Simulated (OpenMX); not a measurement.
**BaTiO3 under changes of volume**

One of the cells (12.856 Å³/atom); the others are scaled copies at fixed shape and fractional positions:

```
CELL_PARAMETERS angstrom
3.99980 0.00000 0.00000
0.00000 3.99980 0.00000
0.00000 0.00000 4.01800
ATOMIC_POSITIONS crystal
Ba 0.99557 0.99064 0.00350
Ti 0.50254 0.49192 0.46877
O 0.47922 0.51432 0.00641
O 0.50273 0.00330 0.50938
O 0.01995 0.49981 0.53994
```

- Program: OpenMX 3.8.5
- Functional: LDA
- Potentials or basis: OpenMX 2013 LDA set, Ba10.0-s3p2d2, Ti7.0-s3p2d2, O6.0-s2p2d1, fixed grid of 48 × 48 × 48 points
- k mesh: 7 × 7 × 7
- Occupations: fermi-dirac, width 0.05 eV
- Spin: no spin polarisation

```csv
volume (Å³/atom),energy over the lowest point (meV/atom),gap on the mesh (eV),largest force (eV/Å)
12.085,5.92,1.68,1.347
12.342,0.00,1.63,1.266
12.599,0.70,1.59,1.238
12.856,7.30,1.55,1.360
13.113,19.14,1.50,1.477
13.371,?,?,?
13.628,56.17,1.42,1.698
```

Problem. What does the run at 13.371 Å³/atom give?

Solution. Energy over the lowest point 35.60 meV/atom; gap on the mesh 1.46 eV; largest force 1.589 eV/Å.

Worked out: A Birch-Murnaghan fit of order 3 (a polynomial in V^(-2/3)) to the other rows has its minimum at 12.44 Å³/atom with B0 = V·E''(V) = 191 GPa and B' = 4.9 at fixed shape and positions, which overstates the stiffness. It gives 35.64 meV/atom at 13.371 Å³/atom, against the run's 35.60. A straight line through the other rows of the gap, of slope -2.15 eV per unit of ln V, gives 1.46 eV, against the run's 1.46.

Energies are extrapolated to zero smearing.

Caveats: spin-orbit coupling is left out, which moves the levels of the heavy elements; an odd mesh through Γ misses points on the zone boundary, where band edges often lie; the basis of atomic orbitals isn't converged, which shifts pressures, moduli and gaps; forces of over 1 eV/Å show positions far from the minimum, so gaps and moduli don't describe the material at rest.
